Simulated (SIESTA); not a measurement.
## Ta: single point with PBE

Ta:

```
Ta
1.0
    -1.62073    1.65465    1.62924
     1.69780   -1.62617    1.67783
     1.62244    1.62787   -1.60076
Ta
1
Cartesian
  -0.0498 0.0348 -0.0299
```

The cell isn't the ideal one: cell strained at random at fixed volume.

```json
{"Program": "SIESTA 5.4.2", "Task": "single point", "Functional": "PBE", "Potentials or basis": "PseudoDojo 0.4 standard (PBE files)", "Basis": "DZP (energy shift 0.003 Ry; two zetas on semicore shells)", "Grid cutoff": "800 Ry", "Energy shift": "0.003 Ry", "k mesh": "11 × 11 × 11", "Occupations": "fermi-dirac, width 0.05 eV", "Spin": "no spin polarisation"}
```

- Pressure: 3.7 GPa
- Band gap on the k mesh: none (metal or under the smearing width)

Stress tensor (GPa, compression positive):
```
 3.10 -0.19 -4.44
-0.19  4.43 -1.49
-4.44 -1.49  3.46
```

Levels at points of the mesh, in eV from the Fermi level:
```tsv
k point	band 3	band 4	band 5	band 6	band 7	band 8	band 9	band 10	band 11	band 12
(0.00, 0.00, 0.00)	-33.06	-32.99	-7.95	0.34	0.58	1.17	4.06	4.19	34.97	36.16
```

It used 87 s of CPU time on 1 thread of Intel(R) Xeon(R) Processor @ 2.50GHz (Skylake/Cascade Lake), with other jobs on the host, which was overloaded at the time.

Caveat: short orbitals over semicore shells can move pressures by several GPa; the basis of atomic orbitals isn't converged, which shifts pressures, moduli and gaps. Spin-orbit coupling is left out, which matters for the levels of Ta.
